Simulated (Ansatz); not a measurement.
**From the elastic tensor of TiAl$_{2}$ to moduli and sound speeds**

These are results of DFT PBEsol, scalar-relativistic, plane waves, PAW (Ansatz 0.2.0), not measurements. Plane waves to 420 eV; Γ-centred k mesh 10×10×10; Fermi-Dirac smearing of 0.15 eV. No spin polarisation.

It takes space group Cmmm (No. 65, orthorhombic). Conventional cell: a = 3.907 Å, b = 12.062 Å, c = 3.968 Å, α = 90.00°, β = 90.00°, γ = 90.00°. Around Ti (site symmetry m2m) lie 10 Al at 2.71 to 2.86 Å and 2 Ti at 2.99 Å. Around Al (site symmetry mmm) lie 4 Ti at 2.71 Å and 8 Al at 2.78 to 2.88 Å. Around Al (site symmetry m2m) lie 6 Al at 2.70 to 2.88 Å and 6 Ti at 2.79 to 2.86 Å. Al (site symmetry mmm) is surrounded by 4 Ti at 2.74 Å and 8 Al at 2.78 to 2.86 Å.

In a metal, frequencies and elastic constants depend on the k mesh and the smearing, soft modes and shear constants most.

Relaxed-ion constants (GPa, on the Cartesian axes of the calculation):
C11 = 206.3, C12 = 61.6, C13 = 74.4, C22 = 213.9, C23 = 68.7, C33 = 195.2, C44 = 102.4, C55 = 101.8, C66 = 85.3 GPa; the others vanish.

Density 3.617 g/cm³; 6 atoms in 93.50 Å³.

The values that follow are for a polycrystal of randomly turned grains, by Hill's mean where one number stands.

| Quantity | Value |
| --- | --- |
| Bulk modulus, Voigt / Reuss / Hill | 113.9 / 113.9 / 113.9 GPa |
| Shear modulus, Voigt / Reuss / Hill | 85.3 / 82.2 / 83.8 GPa |
| Young's modulus | 202 GPa |
| Poisson ratio | 0.205 |
| Pugh ratio B/G | 1.36 (under 1.75, the rule of thumb for brittle) |
| Universal anisotropy index | 0.18 |
| Longitudinal and transverse sound speeds | 7897 and 4812 m/s |
| Debye temperature from the mean sound speed | 634 K |

TiAl₂ in this structure is stiff in shear relative to its resistance to compression, which is what the low Poisson ratio and B/G express. Each shear constant also exceeds its off-diagonal partner (C44 over C23, C55 over C13, C66 over C12), so all three Cauchy pressures are negative. This suggests an angular contribution to the bonding, probably from hybridisation of Ti 3d with Al 3p states, on top of the metallic cohesion.

The weak anisotropy fits an ordered stacking on a nearly cubic close-packed lattice: the long b axis reflects the order of Ti and Al rather than a layered structure with weak bonds between the layers, and C22 is in fact the largest constant. The tensor is positive definite, so the crystal resists any small homogeneous strain. That doesn't make it the ground state, since the competing HfGa₂-type order, usually taken as the stable form of TiAl₂, was not compared.
